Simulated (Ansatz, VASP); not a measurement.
## One calculation of GaAs, two programs

```
As Ga
1.0
     0.00000    2.82685    2.82685
     2.82685    0.00000    2.82685
     2.82685    2.82685    0.00000
As Ga
1 1
Direct
  0.75000 0.75000 0.75000
  0.00000 0.00000 0.00000
```

Alike in both runs: task band structure; functional revPBE; k mesh 8 × 8 × 8; occupations fermi-dirac, width 0.05 eV; no spin polarisation.

|  | VASP | Ansatz |
| --- | --- | --- |
| version | VASP 6.6.1 | Ansatz 0.2.0 |
| potentials or method | VASP PAW PBE potentials, release 64 (As, Ga_d) | Ansatz PAW |
| plane-wave cutoff (eV) | 520 | 420 |
| valence electrons in the cell | 18 | 28 |

```tsv
	VASP	Ansatz	Ansatz less VASP
gap on the k mesh at the Fermi level (eV)	0.61	0.61	-0.006
least direct gap on the mesh (eV)	0.61	0.61	-0.006
gap along the band path (eV)	0.61	0.61	-0.006
pressure (GPa)	4.8	4.7	-0.14
```

The two sets of potentials don't hold the same shells in valence.

Caveats: the PAW data sets were made with another functional, which shifts forces and pressure a little (VASP); the PAW data sets come from PBE, with cores solved anew for the run's functional, which leaves a small shift of forces and pressure (Ansatz). As with any semilocal functional, this revPBE gap is likely too small.
